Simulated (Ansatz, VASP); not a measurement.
# TaN: VASP beside Ansatz

```
Ta N
1.0
     3.05000    0.00000    0.00000
    -1.52500    2.64138    0.00000
     0.00000    0.00000    4.94000
Ta N
2 2
Direct
  0.33333 0.66667 0.00000
  0.66667 0.33333 0.50000
  0.33333 0.66667 0.38500
  0.66667 0.33333 0.88500
```

Alike in both runs: task single point; functional PBE; k mesh 9 × 9 × 5; occupations fermi-dirac, width 0.01 eV; no spin polarisation.

```csv
,VASP,Ansatz
version,VASP 6.6.1,Ansatz 0.2.0
potentials or method,"VASP PAW PBE potentials, release 64 (Ta_pv, N), cutoff 520 eV","all-electron LAPW, scalar-relativistic"
```

|  | VASP | Ansatz | Ansatz less VASP |
| --- | --- | --- | --- |
| rms of the force components (eV/Å) | 1.362 | 1.331 | -0.0310 |

Atom by atom the forces differ by 0.031 eV/Å (rms over components). Ansatz ran all-electron here, so the differences hold the error of VASP's frozen core and of both bases.

Caveats: forces of over 1 eV/Å show positions far from the minimum, so gaps and moduli don't describe the material at rest. The runs have no spin-orbit coupling, so splittings on Ta are missing.
